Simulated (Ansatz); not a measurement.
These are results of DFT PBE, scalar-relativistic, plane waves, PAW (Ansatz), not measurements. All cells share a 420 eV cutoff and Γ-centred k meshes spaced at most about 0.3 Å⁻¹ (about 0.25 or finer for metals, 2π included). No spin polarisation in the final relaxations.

These are static total energies at zero pressure. All come from trial cells, and lower structures may exist.

Task: Order these relaxed structures of Li by energy, lowest first, with the energy over the lowest of them.
A.

```cif
data_structure
_symmetry_space_group_name_H-M 'Fm-3m'
_symmetry_Int_Tables_number 225
_cell_length_a 4.3230
_cell_length_b 4.3230
_cell_length_c 4.3230
_cell_angle_alpha 90.000
_cell_angle_beta 90.000
_cell_angle_gamma 90.000
_cell_volume 80.79
loop_
_atom_site_label
_atom_site_type_symbol
_atom_site_symmetry_multiplicity
_atom_site_Wyckoff_symbol
_atom_site_fract_x
_atom_site_fract_y
_atom_site_fract_z
_atom_site_occupancy
Li1 Li 4 a 0.00000 0.00000 0.00000 1
```

B.

```cif
data_structure
_symmetry_space_group_name_H-M 'I4_1/amd:1'
_symmetry_Int_Tables_number 141
_cell_length_a 7.5033
_cell_length_b 7.5033
_cell_length_c 2.8737
_cell_angle_alpha 90.000
_cell_angle_beta 90.000
_cell_angle_gamma 90.000
_cell_volume 161.79
loop_
_atom_site_label
_atom_site_type_symbol
_atom_site_symmetry_multiplicity
_atom_site_Wyckoff_symbol
_atom_site_fract_x
_atom_site_fract_y
_atom_site_fract_z
_atom_site_occupancy
Li1 Li 8 d 0.00000 0.75000 0.62500 1
```

Result: A (0 meV/atom), B (74 meV/atom). Forms: A fcc type, Fm-3m; B I4_1/amd. Counting all near atoms (those within 1.25 times the shortest distance at each site; a plus sign parts nearer from farther groups): A has Li 12; B has Li 6+4.

Cells relaxed within their symmetry can be saddle points. The Fm-3m cell of Li came from shaking the I4_1/amd one. The part of the Crystallography Open Database at hand lists Li in space groups No. 166, 191, 194, 225, 229; sharing a group (Fm-3m) doesn't make a cell the listed structure. Some structure types and database cells were kept out of the candidates from the start, so a known form may be missing.
